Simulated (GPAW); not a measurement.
## Collinear magnetic orders of Co2 Ru3 Co2 0001 with GPAW

Wanted: the moments of Co2 Ru3 Co2 0001 and the energy of each order that was tried.

Program: GPAW 26.7.0. Level of theory: PBE; plane waves with GPAW's PAW setups, scalar-relativistic. Results are calculated unless marked as measured.

This is a report of a sequence of runs, with most program output left out.

**1. The starting structure**

The cell holds 7 atoms: 4 Co and 3 Ru. Cell: a = 2.706 Å, b = 2.706 Å, c = 23.685 Å, α = 90.0°, β = 90.0°, γ = 120.0°. ideal sites on the substrate's mesh, layer spacings from atomic volumes, unrelaxed, 12 A of vacuum. Vacuum lies along c.

**2. Run 1 (ferro ++++)**

Parallel moments need no larger cell; this start tests for a ferromagnetic state only.

order1.py reads:

```python
import json
import numpy as np
from ase import Atoms
from ase.parallel import paropen, parprint
from gpaw import GPAW

atoms = Atoms(['Co', 'Co', 'Ru', 'Ru', 'Ru', 'Co', 'Co'],
    cell=[[2.706, 0.0, 0.0],
         [-1.353, 2.343465, 0.0],
         [0.0, 0.0, 23.6851]],
    scaled_positions=[[0.0, 0.0, 0.253324],
         [0.333333, 0.666667, 0.327227],
         [0.0, 0.0, 0.409452],
         [0.333333, 0.666667, 0.5],
         [0.0, 0.0, 0.590548],
         [0.333333, 0.666667, 0.672773],
         [0.0, 0.0, 0.746676]],
    pbc=True,
    magmoms=[1.8, 1.8, 0.0, 0.0, 0.0, 1.8, 1.8])
atoms.calc = GPAW(mode={'name': 'pw', 'ecut': 450},
    xc='PBE',
    kpts={'size': (20, 20, 1), 'gamma': True},
    occupations={'name': 'fermi-dirac', 'width': 0.05},
    convergence={'density': 1e-05, 'energy': 1e-05},
    maxiter=250,
    mixer={'name': 'pulay', 'beta': 0.03, 'nmaxold': 8, 'weight': 100},
    symmetry={'tolerance': 1e-4},
    txt='order1.txt')
e = atoms.get_potential_energy(force_consistent=True)
res = {'free_energy': e, 'energy_sigma0': atoms.get_potential_energy(), 'fermi_energy': atoms.calc.get_fermi_level()}
res['moments'] = atoms.get_magnetic_moments().tolist()
res['total'] = atoms.get_magnetic_moment()
parprint('site moments (muB):', np.round(res['moments'], 3))
parprint(f"total moment: {res['total']:.3f} muB")
parprint(f'free energy: {e:.6f} eV')
atoms.calc.write('order1.gpw')
with paropen('results.json', 'w') as f:
    json.dump(res, f)
```

The run is started by

```bash
> OMP_NUM_THREADS=1 mpirun -n 4 gpaw python order1.py > order1.log
```

The job ended after 5.1 min (4 MPI ranks of Arm Neoverse V1, shared host; peak memory 1.1 GiB; 20 min of CPU time).

Spin moment in the augmentation sphere by atom:

| atom | spin moment in the augmentation sphere (μB) |
| --- | --- |
| Co1 | 1.84 |
| Co2 | 1.50 |
| Ru3 | 0.02 |
| Ru4 | -0.09 |
| Ru5 | 0.02 |
| Co6 | 1.50 |
| Co7 | 1.84 |

This step gave:

| Quantity | Value |
| --- | --- |
| magnetization | 6.487 μB |
| final state | ferromagnetic |

After 46 cycles the largest moment stands at 1.84 μB.

**3. Order 2, typed as antiferro ++--**

Another pattern of signs weighs the neighbour shells otherwise.

order2.py is the script of step 2 with these lines changed:

```diff
@@ -18,3 +18,3 @@
     pbc=True,
-    magmoms=[1.8, 1.8, 0.0, 0.0, 0.0, 1.8, 1.8])
+    magmoms=[1.8, 1.8, 0.0, 0.0, 0.0, -1.8, -1.8])
 atoms.calc = GPAW(mode={'name': 'pw', 'ecut': 450},
@@ -27,3 +27,3 @@
     symmetry={'tolerance': 1e-4},
-    txt='order1.txt')
+    txt='order2.txt')
 e = atoms.get_potential_energy(force_consistent=True)
@@ -35,3 +35,3 @@
 parprint(f'free energy: {e:.6f} eV')
-atoms.calc.write('order1.gpw')
+atoms.calc.write('order2.gpw')
 with paropen('results.json', 'w') as f:
```

The run is started by

```bash
> OMP_NUM_THREADS=1 mpirun -n 4 gpaw python order2.py > order2.log
```

Wall time 4.7 min (4 MPI ranks); peak memory 1.1 GiB; 19 min of CPU time.

Spin moment in the augmentation sphere by atom:

| atom | spin moment in the augmentation sphere (μB) |
| --- | --- |
| Co1 | 1.85 |
| Co2 | 1.48 |
| Ru3 | -0.06 |
| Ru4 | 0.00 |
| Ru5 | 0.06 |
| Co6 | -1.48 |
| Co7 | -1.85 |

Numbers from this step:

* magnetization: 0 μB
* final state: antiferromagnetic

It lies 2.40 meV a seeded atom over the first start, and its largest moment is 1.85 μB against 1.84 μB.

**4. Order 3, typed as no spin polarisation**

A run without seeds gives the energy of the state without moments.

nospin.py is the script of step 3 with these lines changed:

```diff
@@ -17,4 +17,3 @@
          [0.0, 0.0, 0.746676]],
-    pbc=True,
-    magmoms=[1.8, 1.8, 0.0, 0.0, 0.0, -1.8, -1.8])
+    pbc=True)
 atoms.calc = GPAW(mode={'name': 'pw', 'ecut': 450},
@@ -27,11 +26,7 @@
     symmetry={'tolerance': 1e-4},
-    txt='order2.txt')
+    txt='nospin.txt')
 e = atoms.get_potential_energy(force_consistent=True)
 res = {'free_energy': e, 'energy_sigma0': atoms.get_potential_energy(), 'fermi_energy': atoms.calc.get_fermi_level()}
-res['moments'] = atoms.get_magnetic_moments().tolist()
-res['total'] = atoms.get_magnetic_moment()
-parprint('site moments (muB):', np.round(res['moments'], 3))
-parprint(f"total moment: {res['total']:.3f} muB")
 parprint(f'free energy: {e:.6f} eV')
-atoms.calc.write('order2.gpw')
+atoms.calc.write('nospin.gpw')
 with paropen('results.json', 'w') as f:
```

The run is started by

```bash
> OMP_NUM_THREADS=1 mpirun -n 4 gpaw python nospin.py > nospin.log
```

The job ended after 2.1 min (4 MPI ranks; peak memory 0.95 GiB).

Numbers from this step:

* final state: non-magnetic (no spin polarisation)

It lies 283 meV a seeded atom over the first start.

**5. Ranking**

These are free energies at a smearing of 0.05 eV, so its entropy term is in the differences. They are divided by the number of seeded atoms, so that cells of unlike size compare.

Orders:

| start | final state | typed order kept | energy over the lowest (meV a seeded atom) | largest site moment (μB) | net moment (μB a primitive cell) | mesh matched | CPU time (s) |
| --- | --- | --- | --- | --- | --- | --- | --- |
| ferro ++++ | ferromagnetic | yes | 0 | 1.843 | 6.487 | yes | 1223 |
| antiferro ++-- | antiferromagnetic | yes | 2.396 | 1.853 | 0 | yes | 1121 |
| no spin polarisation | non-magnetic | - | 283.5 | 0 | 0 | yes | 505.2 |

**6. What came out**

```yaml
lowest_state_found: ferromagnetic (typed ferro ++++)
largest_site_moment: 1.84 μB
next_state: antiferromagnetic, 2.40 meV a seeded atom higher
energy_gained_by_spin_polarisation: 283 meV a seeded atom
```

**Reading.** The lowest state found is ferromagnetic, reached from the start ferro ++++, with moments up to 1.84 μB. The two lowest states lie so close that the mesh, the functional or spin–orbit coupling could swap them. Only 3 starts are shown; other collinear patterns, canted and longer-period orders are not.

[Logs and program files are shortened in this print: banners, set-up blocks, solver, clock and traceback lines can be left out without a mark of their own.]

[Logs are printed without paths, hosts, clocks, repeated set-up lines and the standing remarks that a program may print on its own settings, such as how far it seeks lower states.]

[Hosts, paths, dates, database ids (printed as entryN), source tags and the programs' standing remarks are cut or masked in the printed files.]

[Where a cell is said to come from a database of computed structures, the database is the Materials Project.]
